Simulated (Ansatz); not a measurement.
## Structure relaxation of S

These are results of DFT PBEsol, scalar-relativistic, plane waves, PAW (Ansatz 0.2.0), not measurements. Cutoff 420 eV, Γ-centred k mesh, Gaussian smearing, no spin polarisation in the final step.

The start puts S on the alpha-boron structure type (R-3m, No. 166), at a guessed volume.

```xyz
12
Lattice="3.9124 2.2588 6.6722 -3.9124 2.2588 6.6722 0.0000 -4.5176 6.6722" Properties=species:S:1:pos:R:3 pbc="T T T"
S    -2.5173    1.4534    4.4970
S     0.0000   -2.9067    4.4970
S     2.5173    1.4534    4.4970
S     2.5173   -1.4534   15.5196
S    -2.5173   -1.4534   15.5196
S     0.0000    2.9067   15.5196
S    -1.6018    0.9248    7.1590
S     0.0000   -1.8496    7.1590
S     1.6018    0.9248    7.1590
S     1.6018   -0.9248   12.8576
S    -1.6018   -0.9248   12.8576
S     0.0000    1.8496   12.8576
```

Cell and atoms relax at zero pressure; the relaxation can't lower the symmetry of the start. After a coarse first stage the cell is made exact in the group found at 0.06 Å.

Energies count from the standard state of S at the same level.

(1) Describe the relaxed structure.

(2) What are its volume, energy, density and gap?

Results:

(1) It keeps R-3m (No. 166), but not the shape of the type it started on. Conventional cell: a = 6.073 Å, c = 29.163 Å. S on Wyckoff site h (6 atoms of the primitive cell) has 1 S at 1.89 Å; S on Wyckoff site h (6 atoms of the primitive cell) has 2 S at 2.13 Å.

Space group R-3m:H (No. 166). a = 6.073 Å, b = 6.073 Å, c = 29.163 Å, α = 90.00°, β = 90.00°, γ = 120.00°
```json
{"atom": "S", "site": "18h", "symmetry": ".m", "x": "0.1655", "y": "0.8345", "z": "0.8657"}
{"atom": "S", "site": "18h", "symmetry": ".m", "x": "0.5498", "y": "0.4502", "z": "0.6925"}
```

(2) The volume per atom is 25.9 Å³, the density is 2.1 g/cm³ and the energy over the standard structure is 0.31 eV/atom. The gap on the 9×9×9 mesh is 0 eV (a metal).

The final run used a 9×9×9 mesh on its 12-atom cell and 0.10 eV smearing. The k mesh leaves about 4 meV/atom of noise in metals. No dispersion correction is applied, so the spacing between layers, chains or molecules is poorly fixed, and with it the volume and density. A structure relaxed within its symmetry needn't be a true minimum.